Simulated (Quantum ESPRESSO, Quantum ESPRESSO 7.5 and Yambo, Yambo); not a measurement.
# Quasiparticle gap of InP (F-43m) in Yambo

Wanted: ground state, empty states, screening and self-energy for InP (F-43m).

Calculated with Quantum ESPRESSO 7.5 and Yambo 5.3.0; PBE and many-body steps on it, plane waves.

This is a report of a sequence of runs, with most program output left out.

The database entry behind the starting cell differs from later determinations by our own check (0.1 to 0.3 % short, probably kX units), so it need not match the best structure at ambient conditions.

## (1) Starting point

The structure is cubic, space group F-43m (No. 216). The conventional cell has a = 5.861 Å, b = 5.861 Å, c = 5.861 Å, α = 90.00°, β = 90.00°, γ = 90.00°. Nearest to In lie 4 P at 2.54 Å. Nearest to P lie 4 In at 2.54 Å. Farther neighbours are not listed.

The cell and positions come from the Crystallography Open Database and are kept as given unless a step says otherwise.

## (2) Ground state

This step: Quantum ESPRESSO 7.5; DFT, PBE with spin-orbit coupling, plane waves, norm-conserving pseudopotentials.

The ground-state density comes first.

pw.in

```
&control
  calculation = 'scf'
  prefix = 'x'
  outdir = 'o'
  pseudo_dir = 'pseudo'
/
&system
  ibrav = 0
  nat = 2
  ntyp = 2
  ecutwfc = 70.0
  nbnd = 36
  force_symmorphic = .true.
  noncolin = .true.
  lspinorb = .true.
/
&electrons
  conv_thr = 1e-10
  electron_maxstep = 80
  mixing_beta = 0.5
/
ATOMIC_SPECIES
  In 114.82 In.upf
  P 30.974 P.upf
CELL_PARAMETERS angstrom
  0.0000000000 2.9305000000 2.9305000000
  2.9305000000 -0.0000000000 2.9305000000
  2.9305000000 2.9305000000 0.0000000000
ATOMIC_POSITIONS crystal
  In 0.0000000000 0.0000000000 0.0000000000
  P 0.2500000000 0.2500000000 0.2500000000
K_POINTS automatic
  6 6 6 0 0 0
```

Command:

```
$ OMP_NUM_THREADS=1 mpirun -n 8 pw.x -nk 8 -in pw.in > pw.out
```

Wall time 27 s (8 MPI ranks of Intel Xeon Platinum 8375C at 2.90GHz (Ice Lake), shared host); peak memory 0.86 GiB; 3.6 min of CPU time.

This step gave:

```
total energy               : -5615.4192 eV
gap                        : 0.6813 eV
k of the valence top       : 0, 0, 0
k of the conduction bottom : 0, 0, 0
least direct gap           : 0.6813 eV
```

The gap is direct, at Γ.

## (3) Bands along the symmetry lines

The cheap functional maps the bands first; the places of the edges decide which points the dearer methods must see.

pw.in

```
&control
  calculation = 'bands'
  prefix = 'x'
  outdir = 'o'
  pseudo_dir = 'pseudo'
/
&system
  ibrav = 0
  nat = 2
  ntyp = 2
  ecutwfc = 70.0
  nbnd = 38
  force_symmorphic = .true.
  noncolin = .true.
  lspinorb = .true.
/
&electrons
  conv_thr = 1e-9
  electron_maxstep = 80
  diago_full_acc = .true.
  diago_thr_init = 5e-6
/
ATOMIC_SPECIES
  In 114.82 In.upf
  P 30.974 P.upf
CELL_PARAMETERS angstrom
  0.0000000000 2.9305000000 2.9305000000
  2.9305000000 -0.0000000000 2.9305000000
  2.9305000000 2.9305000000 0.0000000000
ATOMIC_POSITIONS crystal
  In 0.0000000000 0.0000000000 0.0000000000
  P 0.2500000000 0.2500000000 0.2500000000
K_POINTS crystal
  50
  0.00000000 0.00000000 0.00000000 1
  -0.06250000 -0.06250000 0.00000000 1
  -0.12500000 -0.12500000 0.00000000 1
  -0.18750000 -0.18750000 0.00000000 1
  -0.25000000 -0.25000000 0.00000000 1
  -0.31250000 -0.31250000 0.00000000 1
  -0.37500000 -0.37500000 0.00000000 1
  -0.43750000 -0.43750000 0.00000000 1
  -0.50000000 -0.50000000 0.00000000 1
  -0.48437500 -0.48437500 0.03125000 1
  -0.46875000 -0.46875000 0.06250000 1
  -0.45312500 -0.45312500 0.09375000 1
  -0.43750000 -0.43750000 0.12500000 1
  -0.42187500 -0.42187500 0.15625000 1
  -0.40625000 -0.40625000 0.18750000 1
  -0.39062500 -0.39062500 0.21875000 1
  -0.37500000 -0.37500000 0.25000000 1
  -0.37500000 0.00000000 0.37500000 1
  -0.32812500 0.00000000 0.32812500 1
  -0.28125000 0.00000000 0.28125000 1
  -0.23437500 0.00000000 0.23437500 1
  -0.18750000 0.00000000 0.18750000 1
  -0.14062500 0.00000000 0.14062500 1
  -0.09375000 0.00000000 0.09375000 1
  -0.04687500 0.00000000 0.04687500 1
  0.00000000 0.00000000 0.00000000 1
  0.00000000 0.00000000 0.06250000 1
  0.00000000 0.00000000 0.12500000 1
  0.00000000 0.00000000 0.18750000 1
  0.00000000 0.00000000 0.25000000 1
  0.00000000 0.00000000 0.31250000 1
  0.00000000 0.00000000 0.37500000 1
  0.00000000 0.00000000 0.43750000 1
  -0.00000000 -0.00000000 0.50000000 1
  -0.06250000 -0.03125000 0.46875000 1
  -0.12500000 -0.06250000 0.43750000 1
  -0.18750000 -0.09375000 0.40625000 1
  -0.25000000 -0.12500000 0.37500000 1
  -0.31250000 -0.15625000 0.34375000 1
  -0.37500000 -0.18750000 0.31250000 1
  -0.43750000 -0.21875000 0.28125000 1
  -0.50000000 -0.25000000 0.25000000 1
  -0.50000000 -0.28125000 0.21875000 1
  -0.50000000 -0.31250000 0.18750000 1
  -0.50000000 -0.34375000 0.15625000 1
  -0.50000000 -0.37500000 0.12500000 1
  -0.50000000 -0.40625000 0.09375000 1
  -0.50000000 -0.43750000 0.06250000 1
  -0.50000000 -0.46875000 0.03125000 1
  -0.50000000 -0.50000000 0.00000000 1
```

Elapsed: 23 s, on 8 MPI ranks; peak memory 0.71 GiB; 3.1 min of CPU time.

This step gave:

```
gap                        : 0.6813 eV
k of the valence top       : 0, 0, 0
k of the conduction bottom : 0, 0, 0
least direct gap           : 0.6813 eV
```

The gap is 0.681 eV, as in the run before at this level.

Electronic bands along the path, in eV, zero at the top of the highest filled band:

```tsv
point	band 23	band 24	band 25	band 26	band 27	band 28	band 29	band 30
Γ	0.00	0.00	0.00	0.00	0.68	0.68	3.75	3.75
halfway	-1.49	-1.49	-1.40	-1.40	2.45	2.45	3.10	3.10
X	-2.41	-2.41	-2.31	-2.31	1.73	1.73	2.24	2.24
halfway	-2.83	-2.75	-2.26	-2.25	2.00	2.01	2.83	2.86
U	-3.39	-3.29	-1.98	-1.97	2.32	2.33	4.35	4.37
jump to K	-3.39	-3.29	-1.98	-1.97	2.32	2.33	4.35	4.37
halfway	-2.09	-2.00	-0.61	-0.59	2.80	2.80	4.55	4.73
Γ	0.00	0.00	0.00	0.00	0.68	0.68	3.75	3.75
halfway	-0.64	-0.64	-0.55	-0.54	1.76	1.76	4.61	4.61
L	-1.06	-1.06	-0.95	-0.95	1.47	1.47	4.69	4.69
halfway	-2.77	-2.68	-1.70	-1.62	3.12	3.16	4.11	4.19
W	-3.07	-2.98	-2.93	-2.88	4.26	4.26	4.34	4.37
halfway	-2.78	-2.69	-2.64	-2.62	2.62	2.68	3.07	3.08
X	-2.41	-2.41	-2.31	-2.31	1.73	1.73	2.24	2.24
```

## (4) Empty states on the mesh, 4×4×4 mesh, 510 bands

The sums over transitions need many empty states on a uniform mesh; this step solves for them.

pw.in

```
&control
  calculation = 'nscf'
  prefix = 'x'
  outdir = 'o'
  pseudo_dir = 'pseudo'
/
&system
  ibrav = 0
  nat = 2
  ntyp = 2
  ecutwfc = 70.0
  nbnd = 510
  force_symmorphic = .true.
  noncolin = .true.
  lspinorb = .true.
/
&electrons
  conv_thr = 1e-9
  electron_maxstep = 80
  diago_full_acc = .true.
  diago_thr_init = 5e-6
/
ATOMIC_SPECIES
  In 114.82 In.upf
  P 30.974 P.upf
CELL_PARAMETERS angstrom
  0.0000000000 2.9305000000 2.9305000000
  2.9305000000 -0.0000000000 2.9305000000
  2.9305000000 2.9305000000 0.0000000000
ATOMIC_POSITIONS crystal
  In 0.0000000000 0.0000000000 0.0000000000
  P 0.2500000000 0.2500000000 0.2500000000
K_POINTS automatic
  4 4 4 0 0 0
```

Command:

```
$ OMP_NUM_THREADS=1 mpirun -n 8 pw.x -nk 4 -in pw.in > pw.out
```

It took 1.8 min on 8 MPI ranks; peak memory 1.9 GiB; 15 min of CPU time.

This step gave:

* gap: 0.6813 eV
* k of the valence top: 0, 0, 0
* k of the conduction bottom: 0, 0, 0
* least direct gap: 0.6813 eV
* k points computed: 8
* lowest point of the top converged band, above the valence top: 150.0936 eV

On this mesh the gap is 0.681 eV.

## (5) Conversion and set-up

This step: Yambo 5.3.0; conversion and set-up on PBE with spin-orbit coupling, plane waves, norm-conserving pseudopotentials.

The states are converted to the many-body program's format and the q mesh is built.

Command:

```
$ (cd o/x.save; p2y > p2y.log; mv SAVE ../..); yambo > setup.log
```

The job ended after 4.5 s (1 MPI rank; peak memory 0.25 GiB).

## (6) Screening and self-energy, 4×4×4 mesh, 510 bands, screening to 231.3 eV

Now the one-shot GW correction: screening in the RPA, then the self-energy of the levels asked for.

This step: G0W0 on PBE with spin-orbit coupling, plane waves, norm-conserving pseudopotentials.

gw4.in

```
HF_and_locXC
gw0
dyson
ppa
em1d
rim_cut
RandQpts= 1000000
RandGvec= 1 RL
EXXRLvcs= 70 Ry
VXCRLvcs= 280 Ry
Chimod= "HARTREE"
% BndsRnXp
 1 | 510 |
%
NGsBlkXp= 17 Ry
% LongDrXp
 1 | 1 | 1 |
%
% GbndRnge
 1 | 510 |
%
DysSolver= "n"
ExtendOut
PPAPntXp= 27.21138 eV
% QPkrange
 1 | 1 | 23 | 30 |
%
```

Command:

```
$ OMP_NUM_THREADS=1 mpirun -n 8 yambo -F gw4.in -J gw4 -C gw4 > gw4.log
```

It took 32 min on 8 MPI ranks; peak memory 9.2 GiB; 4.1 h of CPU time.

Numbers from this step:

* G0W0 gap on the points computed: 1.378 eV
* starting gap on the mesh: 0.6813 eV
* k of the valence top: 0, 0, 0
* k of the conduction bottom: 0, 0, 0
* least direct G0W0 gap on the computed points: 1.378 eV
* Z at the valence top: 0.7805
* Z at the conduction bottom: 0.7939

The gap on the mesh goes from 0.68 eV to 1.38 eV, a correction of +0.70 eV.

Limits: finite bands, cutoff and mesh; coarse k mesh. v1 is the top filled band, c1 the lowest empty one. The levels before and after the correction (eV, zero at the valence-band top of each column):

```tsv
	conduction bottom	valence top
Kohn-Sham	0.68	0.00
G0W0	1.38	0.00
```

```tsv
	level	energy (eV)
Kohn-Sham	Γ v4-v1	0.000
Kohn-Sham	Γ c1-c2	0.681
Kohn-Sham	Γ c3-c4	3.747
G0W0	Γ v4-v1	0.000
G0W0	Γ c1-c2	1.378
G0W0	Γ c3-c4	4.581
```

## (7) Where the time went

Times are wall times on the hardware named with each run, good to a factor of about two.

```tsv
step	time	share	memory (GiB)
ground state	27 s	1 %	0.86
bands along the symmetry lines	23 s	1 %	0.71
empty states on the mesh	1.8 min	5 %	1.9
conversion and set-up	4.5 s	0 %	0.25
screening and self-energy	32 min	92 %	9.2
```

## (8) Summary of results

```json
{"PBE gap": "0.68 eV, direct", "G0W0 gap on the mesh": "1.38 eV", "GW settings": "4×4×4 mesh, 510 bands, screening to 231.3 eV, Godby-Needs plasmon pole", "known limits": "not at the basis limit; coarse k mesh"}
```

**Reading.** G0W0 moves the gap on the mesh from 0.68 eV to 1.38 eV (+0.70 eV), with Z of 0.78 and 0.79 at the edges. Only 1 of the mesh's irreducible points was corrected, so a valley elsewhere could overtake. The dearest step here is «screening and self-energy». Bands and cutoff are finite, so the gap is not at the basis limit. The miss can reach some tenths of an eV and take either sign; the mesh is an error of its own. In the G0W0 run levels were corrected at 1 k point alone, so a gap called «on the mesh» is the least over those, and an edge elsewhere would be missed. The 4×4×4 mesh is coarse for this cell, which bears on the long-range parts of exchange and screening.

[Paths, hosts, dates, memory and timing lines, banners, echoed tables and standing remarks are left out of the program output.]

[Logs are printed without paths, hosts, clocks, repeated set-up lines and the standing remarks that a program may print on its own settings, such as how far it seeks lower states.]

[Runs of the session that timed out or met a known fault of the program may be left out.]

[Hosts, paths, dates, database ids (printed as entryN), source tags and the programs' standing remarks are cut or masked in the printed files.]
